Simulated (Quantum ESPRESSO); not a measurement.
A run of Quantum ESPRESSO 7.5 is set up as follows.

Contents of pw.in:

```
&CONTROL
  calculation = 'scf'
  prefix = 'pwscf'
  outdir = './tmp'
  pseudo_dir = './pseudo'
  tprnfor = .true.
  tstress = .true.
  disk_io = 'nowf'
/
&SYSTEM
  ibrav = 0
  nat = 1
  ntyp = 1
  ecutwfc = 60
  nbnd = 11
  occupations = 'smearing'
  smearing = 'fd'
  degauss = 0.00367493
/
&ELECTRONS
  conv_thr = 2d-10
  electron_maxstep = 120
  mixing_beta = 0.5
/
ATOMIC_SPECIES
Sc    44.9559 Sc_ONCV_PBE-1.0.oncvpsp.upf
CELL_PARAMETERS angstrom
  -1.9172054859    1.9172054859    1.7176030000
   1.9172054859   -1.9172054859    1.7176030000
   1.9172054859    1.9172054859   -1.7176030000
ATOMIC_POSITIONS crystal
Sc     0.0000000000    0.0000000000    0.0000000000
K_POINTS automatic
10 10 10 0 0 0
```

Potentials or basis: SSSP 1.3 efficiency PBE.

Launch:

```console
$ OMP_NUM_THREADS=1 pw.x -in pw.in > pw.out
```

What does it give for the pressure?

-0.7 GPa.

Predict the band gap on the k mesh.

none (metal or under the smearing width).

Stress tensor (GPa, compression positive):
```
-1.08  0.00  0.00
 0.00 -1.08  0.00
 0.00  0.00 -0.01
```
